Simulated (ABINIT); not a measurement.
**Beyond one shot: GaN (P6_3mc)**

Wanted: G0W0 and self-consistent gaps of GaN (P6_3mc), with the cost of the cycles.

Program: ABINIT 10.8.3. Level of theory: PBE and many-body steps on it, plane waves. Results are calculated unless marked as measured.

The database entry behind the starting cell has ideal inner coordinates that were not refined, so it need not match the best structure at ambient conditions.

### Step 1. The starting structure

Symmetry: P6_3mc, No. 186, hexagonal system. The conventional cell has a = 3.190 Å, b = 3.190 Å, c = 5.189 Å, α = 90.00°, β = 90.00°, γ = 120.00°. Nearest to Ga lie 4 N at 1.95 Å. Nearest to N lie 4 Ga at 1.95 Å. Farther neighbours and most contacts between anions are not listed.

Structure file:

```cif
data_structure
_symmetry_space_group_name_H-M 'P 1'
_symmetry_Int_Tables_number 1
_cell_length_a 3.1900
_cell_length_b 3.1900
_cell_length_c 5.1890
_cell_angle_alpha 90.000
_cell_angle_beta 90.000
_cell_angle_gamma 120.000
_cell_volume 45.73
loop_
_atom_site_label
_atom_site_type_symbol
_atom_site_fract_x
_atom_site_fract_y
_atom_site_fract_z
_atom_site_occupancy
Ga1 Ga 0.66667 0.33333 0.00000 1
Ga2 Ga 0.33333 0.66667 0.50000 1
N3 N 0.66667 0.33333 0.37500 1
N4 N 0.33333 0.66667 0.87500 1
```

The cell and positions come from the Crystallography Open Database and are kept as given unless a step says otherwise.

### Step 2. Empty states on the mesh, 3×3×2 mesh, 89 bands

This step: ABINIT 10.8.3; DFT, PBE, plane waves, norm-conserving pseudopotentials.

The sums over transitions need many empty states on a uniform mesh; this step solves for them.

Contents of run.abi:

```
acell 3*1.0 Angstrom
rprim 
  3.190000000016 -0.000000000004 0.000000000000
  -1.595000000005 2.762621038088 0.000000000000
  0.000000000000 0.000000000000 5.189000000000
ntypat 2
znucl 31 7
natom 4
typat 1 1 2 2
xred 
  0.666666666667 0.333333333333 0.000000000000
  0.333333333333 0.666666666667 0.500000000000
  0.666666666667 0.333333333333 0.375000000000
  0.333333333333 0.666666666667 0.875000000000
pp_dirpath "pseudos"
pseudos "Ga.upf, N.upf"
ecut 45
ngkpt 3 3 2
nshiftk 1
shiftk 0 0 0
kptopt 1
chksymbreak 0
iscf -2
irdden 1
istwfk *1
nband 89
nbdbuf 8
tolwfr 1e-09
nstep 60
prtvol 0
indata_prefix "in"
outdata_prefix "out"
tmpdata_prefix "tmp"
```

The run is started by

```bash
$ OMP_NUM_THREADS=1 mpirun -n 4 abinit run.abi > log
```

Numbers of over 12 decimals in the logs are rounded to 6 here.

Output:

```text
.Version 10.8.3 of ABINIT. v10.8.2 released Aug 2026.

 Symmetries : space group P6_3 m c (#186); Bravais hP (primitive hexag.)
[... echo of the input left out ...]
== DATASET  1 ==================================================================
-   mpi_nproc: 4, omp_nthreads: 1 (-1 if OMP is not activated)

--- !DatasetInfo
iteration_state: {dtset: 1, }
dimensions: {natom: 4, nkpt: 6, mband: 89, nsppol: 1, nspinor: 1, nspden: 1, mpw: 4506, }
cutoff_energies: {ecut:  45.0, pawecutdg:  -1.0, }
[...]
2.28704    2.28816    2.28816    2.29115    2.30419    2.30419    2.34467    2.39491
   2.39491    2.42879    2.44211    2.44211    2.53875    2.53885    2.56584    2.57473
   2.59055
 prteigrs : prtvol=0 or 1, do not print more k-points.

== END DATASET(S) ==============================================================
================================================================================

 -outvars: echo values of variables after computation  --------
            nband          89
             nkpt           6
          spgroup         186
 [... the other variables as echoed above ...]

 Calculation completed.
```

Elapsed: 18 s, on 4 MPI ranks of Arm Neoverse V2, shared host; peak memory 0.31 GiB; 71 s of CPU time.

This step gave:

```yaml
gap: 1.919 eV
k_of_the_valence_top: 0, 0, 0
k_of_the_conduction_bottom: 0, 0, 0
least_direct_gap: 1.919 eV
k_points_computed: 6
lowest_point_of_the_top_converged_band_above_the_valence_top: 55.8057 eV
```

On this mesh the gap is 1.919 eV.

The density comes from a self-consistent run that is not shown.

### Step 3. Screening, 3×3×2 mesh, 81 bands, screening to 130.6 eV

The RPA dielectric matrix is built and inverted for each q.

This step: RPA screening on PBE, plane waves, norm-conserving pseudopotentials.

run.abi, as its differences from that of step 2:

```diff
@@ -22,10 +22,11 @@
 chksymbreak 0
-iscf -2
-irdden 1
 istwfk *1
-nband 89
-nbdbuf 8
-tolwfr 1e-09
-nstep 60
-prtvol 0
+occopt 1
+irdwfk 1
+optdriver 3
+nband 81
+ecuteps 4.8
+inclvkb 2
+awtr 1
+symchi 1
 indata_prefix "in"
```

Output:

```text
.Version 10.8.3 of ABINIT. v10.8.2 released Aug 2026.

 Symmetries : space group P6_3 m c (#186); Bravais hP (primitive hexag.)
[... echo of the input left out ...]
== DATASET  1 ==================================================================
-   mpi_nproc: 4, omp_nthreads: 1 (-1 if OMP is not activated)

--- !DatasetInfo
iteration_state: {dtset: 1, }
dimensions: {natom: 4, nkpt: 6, mband: 81, nsppol: 1, nspinor: 1, nspden: 1, mpw: 4506, }
cutoff_energies: {ecut:  45.0, pawecutdg:  -1.0, }
electrons: {nelect:   5.20000000E+01, charge:   0.00000000E+00, occopt:   1.00000000E+00, tsmear:   1.00000000E-02, }

 SCREENING: Calculation of the susceptibility and dielectric matrices

 Based on a program developped by R.W. Godby, V. Olevano, G. Onida, and L. Reining.
 Incorporated in ABINIT by V. Olevano, G.-M. Rignanese, and M. Torrent.
.Using double precision arithmetic ; gwpc =  8

[... cell and pseudopotentials left out ...]
--------------------------------------------------------------------------------

 ==== K-mesh for the wavefunctions ====
 Number of points in the irreducible wedge :     6
[... list of points left out ...]
 Together with 12 symmetry operations and time-reversal symmetry
 yields    18 points in the full Brillouin Zone.

 ==== Q-mesh for the screening function ====
 Number of points in the irreducible wedge :     6
[... list of points left out ...]
 Together with 12 symmetry operations and time-reversal symmetry
 yields    18 points in the full Brillouin Zone.

 setmesh: FFT mesh size selected  =    24x   24x   40
          total number of points  =        23040

 vcoul_init : cutoff-mode = AUXILIARY_FUNCTION
 q-points for optical limit:   1
     1)      0.000010    0.000020    0.000030

- screening: taking advantage of time-reversal symmetry
- Maximum band index for partially occupied states nbvw = 26
- Remaining bands to be divided among processors   nbcw = 55
- Number of bands treated by each node ~13

 Number of electrons calculated from density =   52.0000; Expected =   52.0000
 average of density, n =  0.168504
 r_s =    1.1231
 omega_plasma =   39.5969 [eV]

 calculating chi0 at frequencies [eV] :
  1    0.000000E+00    0.000000E+00
  2    0.000000E+00    3.959690E+01

--------------------------------------------------------------------------------
  q-point number  1        q = ( 0.000000, 0.000000, 0.000000) [r.l.u.]
--------------------------------------------------------------------------------
[... chi0 elements left out ...]
 For q-point:  0.000010 0.000020 0.000030
  dielectric constant =   9.9065
  dielectric constant without local fields =  10.6204

  Average fulfillment of the sum rule on Im[epsilon] for q-point    1 :     30.85  [%]
[... wings left out ...]
  q-point number  2        q = ( 0.333333, 0.000000, 0.000000) [r.l.u.]
--------------------------------------------------------------------------------
[... chi0 elements left out ...]
  Average fulfillment of the sum rule on Im[epsilon] for q-point    2 :     34.39  [%]

 [... 4 further q-points ...]
```

Wall time 14 s (4 MPI ranks); peak memory 0.68 GiB.

Numbers from this step:

| Quantity | Value |
| --- | --- |
| ε∞ with local fields, on this mesh, along the program's q direction | 9.906 |
| the same without local fields | 10.62 |
| plasma frequency | 39.60 eV |
| plane waves in the screening matrix | 147 |

Local fields lower ε∞ by 7 %. On a Γ-centred mesh this coarse the value itself is usually too large, while a short band sum pulls it down.

### Step 4. G0W0

The self-energy is evaluated for the states that the input lists, and the levels follow from it, in one-shot runs by the linearised quasiparticle equation.

This step: G0W0 on PBE, plane waves, norm-conserving pseudopotentials.

run.abi, as its differences from that of step 3:

```diff
@@ -25,8 +25,15 @@
 irdwfk 1
-optdriver 3
+optdriver 4
 nband 81
+gwcalctyp 0
+ecutsigx 45
+symsigma 1
+nkptgw 1
+kptgw 
+  0.0000000000 0.0000000000 0.0000000000
+bdgw 
+  25 28
 ecuteps 4.8
-inclvkb 2
-awtr 1
-symchi 1
+irdscr 1
+ppmodel 1
 indata_prefix "in"
```

Output:

```text
.Version 10.8.3 of ABINIT. v10.8.2 released Aug 2026.

 Symmetries : space group P6_3 m c (#186); Bravais hP (primitive hexag.)
[... echo of the input left out ...]
== DATASET  1 ==================================================================
-   mpi_nproc: 4, omp_nthreads: 1 (-1 if OMP is not activated)

--- !DatasetInfo
iteration_state: {dtset: 1, }
dimensions: {natom: 4, nkpt: 6, mband: 81, nsppol: 1, nspinor: 1, nspden: 1, mpw: 4506, }
cutoff_energies: {ecut:  45.0, pawecutdg:  -1.0, }
electrons: {nelect:   5.20000000E+01, charge:   0.00000000E+00, occopt:   1.00000000E+00, tsmear:   1.00000000E-02, }

 SIGMA: Calculation of the GW corrections

 Based on a program developped by R.W. Godby, V. Olevano, G. Onida, and L. Reining.
 Incorporated in ABINIT by V. Olevano, G.-M. Rignanese, and M. Torrent.
.Using double precision arithmetic ; gwpc =  8

[... cell and pseudopotentials left out ...]
--------------------------------------------------------------------------------

 ==== K-mesh for the wavefunctions ====
 Number of points in the irreducible wedge :     6
[... list of points left out ...]
 Together with 12 symmetry operations and time-reversal symmetry
 yields    18 points in the full Brillouin Zone.

 ==== Q-mesh for screening function ====
 Number of points in the irreducible wedge :     6
[... list of points left out ...]
 Together with 12 symmetry operations and time-reversal symmetry
 yields    18 points in the full Brillouin Zone.

 vcoul_init : cutoff-mode = AUXILIARY_FUNCTION
 q-points for optical limit:   1
     1)      0.000010    0.000020    0.000030
 setmesh: FFT mesh size selected  =    32x   32x   60
          total number of points  =        61440

 Number of electrons calculated from density =   52.0000; Expected =   52.0000
 average of density, n =  0.168504
 r_s =    1.1231
 omega_plasma =   39.5969 [eV]

 === KS Band Gaps ===
  >>>> For spin  1
   Minimum direct gap =   1.9190 [eV], located at k-point      :   0.0000  0.0000  0.0000
   Fundamental gap    =   1.9190 [eV], Top of valence bands at :   0.0000  0.0000  0.0000
                                       Bottom of conduction at :   0.0000  0.0000  0.0000
 SIGMA fundamental parameters:
 PLASMON POLE MODEL  1
 number of plane-waves for SigmaX                 4427
 number of plane-waves for SigmaC and W            147
 number of plane-waves for wavefunctions          4427
 number of bands                                    81
 number of independent spin polarizations            1
 number of spinorial components                      1
 number of k-points in IBZ                           6
 number of q-points in IBZ                           6
 number of symmetry operations                      12
 number of k-points in BZ                           18
 number of q-points in BZ                           18
 number of frequencies for dSigma/dE                 9
 frequency step for dSigma/dE [eV]                0.25
 number of omega for Sigma on real axis              0
 max omega for Sigma on real axis  [eV]           0.00
 zcut for avoiding poles [eV]                     0.10

 EPSILON^-1 parameters (SCR file):
 dimension of the eps^-1 matrix on file            147
 dimension of the eps^-1 matrix used               147
 number of plane-waves for wavefunctions          4427
 number of bands                                    81
 number of q-points in IBZ                           6
 number of frequencies                               2
 number of real frequencies                          1
 number of imag frequencies                          1

 matrix elements of self-energy operator (all in [eV])

 Perturbative Calculation

--- !SelfEnergy_ee
iteration_state: {dtset: 1, }
kpoint     : [   0.000,    0.000,    0.000, ]
spin       : 1
KS_gap     :    1.919
QP_gap     :    2.597
Delta_QP_KS:    0.677
data: !SigmaeeData |
     Band     E0 <VxcDFT>   SigX SigC(E0)      Z dSigC/dE  Sig(E)    E-E0       E
       25   6.903 -19.100 -22.606   3.680   0.796  -0.256 -18.961   0.139   7.041
       26   6.903 -19.100 -22.606   3.680   0.796  -0.256 -18.961   0.139   7.041
       27   8.822 -14.182  -9.590  -3.598   0.821  -0.218 -13.366   0.816   9.638
       28  11.172 -13.937  -8.620  -4.143   0.830  -0.205 -12.963   0.975  12.147

== END DATASET(S) ==============================================================
================================================================================

 -outvars: echo values of variables after computation  --------
           etotal      0.0000000000E+00
            nband          81
             nkpt           6
          spgroup         186
 [... the other variables as echoed above ...]

 Calculation completed.
```

The job ended after 3.2 s (4 MPI ranks; peak memory 0.58 GiB).

Numbers from this step:

* G0W0 gap on the points computed: 2.597 eV
* starting gap on the mesh: 1.919 eV
* k of the valence top: 0, 0, 0
* k of the conduction bottom: 0, 0, 0
* Z at the valence top: 0.796
* Z at the conduction bottom: 0.821
* least direct G0W0 gap on the computed points: 2.597 eV

The gap on the mesh goes from 1.92 eV to 2.60 eV, a correction of +0.68 eV.

### Step 5. evGW0, cycle 1

This step: evGW0 on PBE, plane waves, norm-conserving pseudopotentials.

run.abi, as its differences from that of step 4:

```diff
@@ -27,10 +27,20 @@
 nband 81
-gwcalctyp 0
+gwcalctyp 10
 ecutsigx 45
 symsigma 1
-nkptgw 1
+nkptgw 6
 kptgw 
   0.0000000000 0.0000000000 0.0000000000
+  0.3333333333 0.0000000000 0.0000000000
+  0.3333333333 0.3333333333 0.0000000000
+  0.0000000000 0.0000000000 0.5000000000
+  0.3333333333 0.0000000000 0.5000000000
+  0.3333333333 0.3333333333 0.5000000000
 bdgw 
-  25 28
+  21 34
+  21 34
+  21 34
+  21 34
+  21 34
+  21 34
 ecuteps 4.8
```

Output:

```text
.Version 10.8.3 of ABINIT. v10.8.2 released Aug 2026.

 Symmetries : space group P6_3 m c (#186); Bravais hP (primitive hexag.)
[... echo of the input left out ...]
== DATASET  1 ==================================================================
-   mpi_nproc: 4, omp_nthreads: 1 (-1 if OMP is not activated)

--- !DatasetInfo
iteration_state: {dtset: 1, }
dimensions: {natom: 4, nkpt: 6, mband: 81, nsppol: 1, nspinor: 1, nspden: 1, mpw: 4506, }
cutoff_energies: {ecut:  45.0, pawecutdg:  -1.0, }
electrons: {nelect:   5.20000000E+01, charge:   0.00000000E+00, occopt:   1.00000000E+00, tsmear:   1.00000000E-02, }

 SIGMA: Calculation of the GW corrections

 Based on a program developped by R.W. Godby, V. Olevano, G. Onida, and L. Reining.
 Incorporated in ABINIT by V. Olevano, G.-M. Rignanese, and M. Torrent.
.Using double precision arithmetic ; gwpc =  8

[... cell and pseudopotentials left out ...]
--------------------------------------------------------------------------------

 ==== K-mesh for the wavefunctions ====
 Number of points in the irreducible wedge :     6
[... list of points left out ...]
 Together with 12 symmetry operations and time-reversal symmetry
 yields    18 points in the full Brillouin Zone.

 ==== Q-mesh for screening function ====
 Number of points in the irreducible wedge :     6
[... list of points left out ...]
 Together with 12 symmetry operations and time-reversal symmetry
 yields    18 points in the full Brillouin Zone.

 vcoul_init : cutoff-mode = AUXILIARY_FUNCTION
 q-points for optical limit:   1
     1)      0.000010    0.000020    0.000030
 setmesh: FFT mesh size selected  =    32x   32x   60
          total number of points  =        61440

 Number of electrons calculated from density =   52.0000; Expected =   52.0000
[...]
KS_gap     :    6.501
QP_gap     :    7.431
Delta_QP_KS:    0.931
data: !SigmaeeData |
     Band     E_DFT   <VxcDFT>   E(N-1)  <Hhartree>   SigX  SigC[E(N-1)]    Z     dSigC/dE  Sig[E(N)]  DeltaE  E(N)_pert E(N)_diago
[...]
--- !SelfEnergy_ee
iteration_state: {dtset: 1, }
kpoint     : [   0.333,    0.333,    0.500, ]
spin       : 1
KS_gap     :    7.932
QP_gap     :    8.962
Delta_QP_KS:    1.031
data: !SigmaeeData |
     Band     E_DFT   <VxcDFT>   E(N-1)  <Hhartree>   SigX  SigC[E(N-1)]    Z     dSigC/dE  Sig[E(N)]  DeltaE  E(N)_pert E(N)_diago
[...]
33    20.912   -11.272    20.912    32.184    -5.189    -5.005     0.818    -0.222   -10.390     0.881    21.793    21.989
       34    20.912   -11.272    20.912    32.184    -5.189    -5.005     0.818    -0.222   -10.390     0.881    21.793    21.989

 New Fermi energy :        3.103813E-01 Ha ,    8.445905E+00 eV

 === QP Band Gaps ===
  >>>> For spin  1
   Minimum direct gap =   2.7386 [eV], located at k-point      :   0.0000  0.0000  0.0000
   Fundamental gap    =   2.7386 [eV], Top of valence bands at :   0.0000  0.0000  0.0000
                                       Bottom of conduction at :   0.0000  0.0000  0.0000

 writing QP data on file : out_QPS

 Convergence of QP corrections
 >>>>> For spin  1 <<<<<
.  kptgw no:  1; Maximum DeltaE = (   0.000   0.000) for band index:  9
.  kptgw no:  2; Maximum DeltaE = (   0.183   0.000) for band index: 10
.  kptgw no:  3; Maximum DeltaE = (  -0.382  -0.000) for band index:  9
.  kptgw no:  4; Maximum DeltaE = (  -0.289   0.000) for band index: 10
.  kptgw no:  5; Maximum DeltaE = (   0.051   0.000) for band index:  9
.  kptgw no:  6; Maximum DeltaE = (  -0.111   0.000) for band index: 11

== END DATASET(S) ==============================================================
================================================================================

 -outvars: echo values of variables after computation  --------
           etotal      0.0000000000E+00
            nband          81
             nkpt           6
          spgroup         186
 [... the other variables as echoed above ...]

 Calculation completed.
```

Run time: 23 s. Hardware: 4 MPI ranks; peak memory 1 GiB.

Numbers from this step:

| Property | Result |
| --- | --- |
| quasiparticle gap on the mesh | 2.738 eV |
| gap of the density functional on the mesh | 1.919 eV |
| k of the valence top | 0, 0, 0 |
| k of the conduction bottom | 0, 0, 0 |
| Z at the valence top | 0.796 |
| Z at the conduction bottom | 0.821 |
| least direct quasiparticle gap on the computed points | 2.738 eV |

Against G0W0 in ABINIT (3×3×2 mesh, 81 bands, screening to 130.6 eV, Godby-Needs plasmon pole), the gap moves by +0.141 eV. This first cycle still uses the starting levels; it takes the full correction, at all points of the mesh, and its linearised value is 2.597 eV.

### Step 6. evGW0, cycle 2

The corrected levels of the last cycle go back in.

run.abi, as its differences from that of step 5:

```diff
@@ -48,2 +48,3 @@
 ppmodel 1
+irdqps 1
 indata_prefix "in"
```

Output:

```text
.Version 10.8.3 of ABINIT. v10.8.2 released Aug 2026.

 Symmetries : space group P6_3 m c (#186); Bravais hP (primitive hexag.)
[... echo of the input left out ...]
== DATASET  1 ==================================================================
-   mpi_nproc: 4, omp_nthreads: 1 (-1 if OMP is not activated)

--- !DatasetInfo
iteration_state: {dtset: 1, }
dimensions: {natom: 4, nkpt: 6, mband: 81, nsppol: 1, nspinor: 1, nspden: 1, mpw: 4506, }
cutoff_energies: {ecut:  45.0, pawecutdg:  -1.0, }
[...]
.  kptgw no:  4; Maximum DeltaE = (   0.054  -0.000) for band index: 11
.  kptgw no:  5; Maximum DeltaE = (  -0.167   0.000) for band index:  1
.  kptgw no:  6; Maximum DeltaE = (   0.027   0.000) for band index: 11

== END DATASET(S) ==============================================================
================================================================================

 -outvars: echo values of variables after computation  --------
           etotal      0.0000000000E+00
            nband          81
             nkpt           6
          spgroup         186
 [... the other variables as echoed above ...]

 Calculation completed.
```

Run time: 24 s. Hardware: 4 MPI ranks; peak memory 1 GiB; 95 s of CPU time.

This step gave:

```yaml
quasiparticle_gap_on_the_mesh: 2.704 eV
gap_of_the_density_functional_on_the_mesh: 1.919 eV
k_of_the_valence_top: 0, 0, 0
k_of_the_conduction_bottom: 0, 0, 0
least_direct_quasiparticle_gap_on_the_computed_points: 2.704 eV
```

Against the cycle before, the gap moves by −0.034 eV.

(Part 1 of 3 ends here.)

[Paths, hosts, dates, memory and timing lines, banners, echoed tables and standing remarks are left out of the program output.]

[Logs are printed without paths, hosts, clocks, repeated set-up lines and the standing remarks that a program may print on its own settings, such as how far it seeks lower states.]

[Runs of the session that timed out or met a known fault of the program may be left out.]

[Hosts, paths, dates, database ids (printed as entryN), source tags and the programs' standing remarks are cut or masked in the printed files.]

[G0W0 gaps are taken among the corrected bands and points alone; a level outside them can change the order at an edge.]

[Where Ansatz stands beside ABINIT at settings called matched, ABINIT's density can come from a denser mesh and the files from another edition; pairs whose starting gaps differed by over 0.03 eV were left out, so agreement reads better than it is.]
